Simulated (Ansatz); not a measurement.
The first iterations of a band of a periodic cell of 23 atoms, Si$_{8}$NO$_{14}$ (host SiO2, host structure P1, dopant N, one O atom removed), cell charge +2.

All numbers below come from DFT PBEsol, scalar-relativistic, plane waves, PAW (Ansatz 0.2.0). Settings: PAW set soft_1, cutoff 420 eV, k mesh 2x2x2, fermi-dirac smearing 0.02 eV, spin collinear.

```yaml
movable_images: 5
climbing_image: yes
spring: 5.0 eV/Å²
optimiser: quadratic models (default)
start_path: IDPP
force_threshold: 0.05 eV/Å
iteration_limit: 35
end_points: relaxed
```

Image 0:

```xyz
23
Lattice="-5.6579 -5.2657 0.0000 4.5381 -5.2657 0.0000 2.0996 2.2759 6.2332" Properties=species:S:1:pos:R:3
Si -0.971 -6.203 1.244
Si -2.423 -5.462 3.667
Si -3.778 -7.180 0.381
Si 1.460 -2.785 3.045
O -0.036 -7.704 1.530
O -3.291 -4.136 3.243
O -2.362 -6.365 0.479
O 1.942 -3.098 1.508
O 0.520 -1.031 0.704
O -1.140 -5.489 2.652
O 2.308 -1.510 3.555
O -1.791 -5.454 5.128
Si -0.625 -1.357 1.790
Si 2.347 -5.455 3.832
Si 1.108 -7.096 0.262
Si 1.265 -7.926 2.667
O -0.124 -2.376 2.961
O 1.522 -4.089 3.978
N -2.137 -2.137 1.352
O 0.282 -5.681 0.295
O 3.338 -5.302 2.533
O 1.357 -6.753 3.756
O 3.300 -5.640 5.150
```

Image 6:

```xyz
23
Lattice="-5.6579 -5.2657 0.0000 4.5381 -5.2657 0.0000 2.0996 2.2759 6.2332" Properties=species:S:1:pos:R:3
Si -0.968 -6.306 1.401
Si -2.698 -5.596 3.773
Si -3.437 -7.195 0.263
Si 1.390 -2.863 2.793
O -0.339 -7.665 2.178
O -3.667 -4.235 3.731
O -1.905 -6.646 0.140
O 2.269 -3.058 1.436
O 1.184 -0.734 0.768
O -1.699 -5.404 2.502
O 2.057 -1.670 3.711
O -1.825 -5.592 5.118
Si -0.240 -1.028 1.505
Si 2.504 -5.418 3.705
Si 1.502 -6.424 -0.026
Si 0.796 -8.026 3.215
O -0.124 -2.439 2.326
O 1.381 -4.277 3.589
N -1.460 -0.897 0.311
O 0.402 -5.610 0.777
O 3.681 -5.237 2.593
O 1.813 -6.916 3.669
O 3.235 -5.273 5.169
```

| iteration | highest image above the first end (eV) | largest band force component (eV/Å) |
| --- | --- | --- |
| 1 | 1.837 | 1.388 |
| 2 | 1.699 | 0.928 |
| 3 | 1.581 | 0.953 |
| 4 | 1.570 | 1.033 |
| 5 | 1.557 | 0.515 |
| 6 | 1.549 | 0.285 |
| 7 | 1.546 | 0.135 |

Question: Does the band converge within its limit, and where does its top end?

Answer: The run converged. It ended after 23 iterations with the highest image 1.518 eV above the first end. By the program's own check the climbing image is of a kind that is not told: the force calls were inconclusive, a negative curvature could not be distinguished from the path's own, the only one lies far off the path, or fixed occupations may fill a level only in part (lowest curvatures found: -0.40 and 0.18 eV/Å²). Limits of this set-up: coarse k mesh, PAW files made for another functional, a small cell, in which the defect meets its images, charged cell in a uniform background, uncorrected.

Run time: 32 min on 2 threads of Arm Neoverse V2 (shared host), peak memory 2.1 GiB.
